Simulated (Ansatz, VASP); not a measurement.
## One calculation of ZnS, two programs

```xyz
2
Lattice="0.0000 2.6945 2.5935 2.6945 0.0000 2.5935 2.6945 2.6945 0.0000" Properties=species:S:1:pos:R:3 pbc="T T T"
Zn    0.0000    0.0000    0.0000
S     4.0418    4.0418    3.8902
```

Change from the starting cell: strain -0.0375 x Voigt [0, 0, 1, 0, 0, 0], atoms carried along.

Alike in both runs: task single point; functional r2SCAN; k mesh 8 × 8 × 8; occupations gaussian, width 0.05 eV; no spin polarisation.

|  | VASP | Ansatz |
| --- | --- | --- |
| version | VASP 6.6.1 | Ansatz 0.2.0 |
| potentials or method | VASP PAW PBE potentials, release 64 (Zn, S) | scalar-relativistic, plane waves, PAW |
| plane-wave cutoff (eV) | 520 | 500 |
| valence electrons in the cell | 18 | 18 |

```tsv
	VASP	Ansatz	Ansatz less VASP
gap on the k mesh at the Fermi level (eV)	2.80	2.79	-0.015
least direct gap on the mesh (eV)	2.80	2.79	-0.015
pressure (GPa)	3.3	3.2	-0.05
largest component of the traceless stress (GPa)	1.01	0.98	-0.032
```

With one functional, cell and mesh, what is left measures potentials, basis and numerics.

Caveats: the PAW data sets were made with another functional, which shifts forces and pressure a little (VASP).
